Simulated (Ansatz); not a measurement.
**AlO: relaxation of cell and atoms with HSEsol**

AlO:

```
Al O
1.0
     2.76919    0.00000    0.00000
     0.00000    2.76919    0.00000
     0.00000    0.00000    2.76919
Al O
1 1
Cartesian
  1.3846 1.3846 1.3846
  0.0000 0.0000 0.0000
```

The cell was built by a generator and needn't be a form met in nature.

```
Program             : Ansatz 0.2.0
Task                : relaxation of cell and atoms
Functional          : HSEsol
Potentials or basis : Ansatz PAW
Cutoff              : 420 eV (not typed: the program's choice for these potentials)
k mesh              : 5 × 5 × 5
Occupations         : fermi-dirac, width 0.05 eV
Spin                : no spin polarisation
```

The relaxed volume is 9.99 Å³/atom and the relaxed cell is a = 2.713 Å, b = 2.713 Å, c = 2.713 Å, α = 90.00°, β = 90.00°, γ = 90.00°. The space group after relaxing (to 0.05 Å) is Pm-3m (No. 221), the energy gained by relaxing is 18.3 meV/atom and the ionic steps are 7. The pressure after relaxing is 0.0 GPa and the band gap on the k mesh is none (metal or under the smearing width).

The path:
```
step  energy change (eV)  largest force (eV/Å)  volume (Å³)
   1              0.0000                0.0000        21.24
   2             -0.0368                0.0000        20.25
   3             -0.0392                0.0000        19.98
   4             -0.0392                0.0000        20.00
   5             -0.0367                0.0000        20.00
   6             -0.0368                0.0000        19.97
   7             -0.0365                0.0000        19.97
```

Final structure:
```xyz
2
Lattice="2.7131 0.0000 0.0000 0.0000 2.7131 0.0000 0.0000 0.0000 2.7131" Properties=species:S:1:pos:R:3 pbc="T T T"
Al    1.3565    1.3565    1.3565
O     0.0000    0.0000    0.0000
```

Levels at points of the mesh, in eV from the Fermi level:
```tsv
k point	band 2	band 3	band 4	band 5	band 6	band 7	band 8	band 9
(0.00, 0.00, 0.00)	-6.05	-6.05	-6.05	-5.61	5.88	5.88	12.67	12.67
```

Run time: 49 s on 1 × NVIDIA H100 80GB HBM3 with 2 threads of AMD EPYC 7R13 Processor (Zen 3) (shared host), peak memory 1.4 GiB.

Caveat: the k mesh is coarse (spacing up to 0.45 Å⁻¹), so the values aren't converged, least of all with exact exchange; the plane-wave basis is chosen anew once the cell has moved, so the energies of steps on either side of that aren't comparable; the pressure holds a Pulay correction of +0.5 GPa for the finite cutoff; an odd number of electrons without spin polarisation forces a metal; a magnetic or distorted state may lie lower; the PAW data sets come from PBE, with cores solved anew for the run's functional, which leaves a small shift of forces and pressure.
